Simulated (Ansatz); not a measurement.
# SnS2: the cost of one run

Program: Ansatz 0.2.0. Level of theory: DFT r²SCAN, frozen-core PAW, scalar-relativistic unless said. These are calculated values, not measurements.

## 1. The starting structure

The structure is trigonal, space group P-3m1 (No. 164). Conventional cell: a = 3.639 Å, b = 3.639 Å, c = 5.868 Å, α = 90.00°, β = 90.00°, γ = 120.00°. Sn (site symmetry -3m) has 6 S at 2.56 Å as nearest neighbours. Around S (site symmetry 3m) lie 3 Sn at 2.56 Å.

As a file:

```cif
data_structure
_symmetry_space_group_name_H-M 'P 1'
_symmetry_Int_Tables_number 1
_cell_length_a 3.6390
_cell_length_b 3.6390
_cell_length_c 5.8680
_cell_angle_alpha 90.000
_cell_angle_beta 90.000
_cell_angle_gamma 120.000
_cell_volume 67.30
loop_
_atom_site_label
_atom_site_type_symbol
_atom_site_fract_x
_atom_site_fract_y
_atom_site_fract_z
_atom_site_occupancy
Sn1 Sn 0.00000 0.00000 0.00000 1
S1 S 0.33333 0.66667 0.25000 1
S2 S 0.66667 0.33333 0.75000 1
```

Cartesian axes are those of the input's lattice vectors. The structure goes back to a database entry.

## 2. Cell and atoms relaxed, PAW

File input.yaml:

```yaml
crystal:
  lattice:
    - [3.63900000001, 0.0, 0.0]
    - [-1.81950000001, 3.15146644438, 0.0]
    - [0.0, 0.0, 5.868]
  atoms:
    - { symbol: Sn, position: [0.0, 0.0, 0.0] }
    - { symbol: S, position: [0.333333333333, 0.666666666667, 0.25] }
    - { symbol: S, position: [0.666666666667, 0.333333333333, 0.75] }
kpoints:
  mp_grid: { grid: [12, 12, 6] }
scf:
  occupations: { method: fermi_dirac, width: 0.05 }
hamiltonian:
  xc: r2scan
  pseudopotentials: { kind: paw }
relax:
  f_tol: 0.002
  max_steps: 80
  cell: {}
output:
  forces: true
  stress: true
```

On the command line:

```bash
$ ansatz run input.yaml --threads 1 --pin off --max-ram 3072MiB --backend cpu --events-out ev --progress --plain --runs-dir out
```

Q: Estimate wall time and peak memory on 1 thread of Intel Xeon 6975P-C (Granite Rapids), shared host.

About 54 s, with a peak of 0.64 GiB.
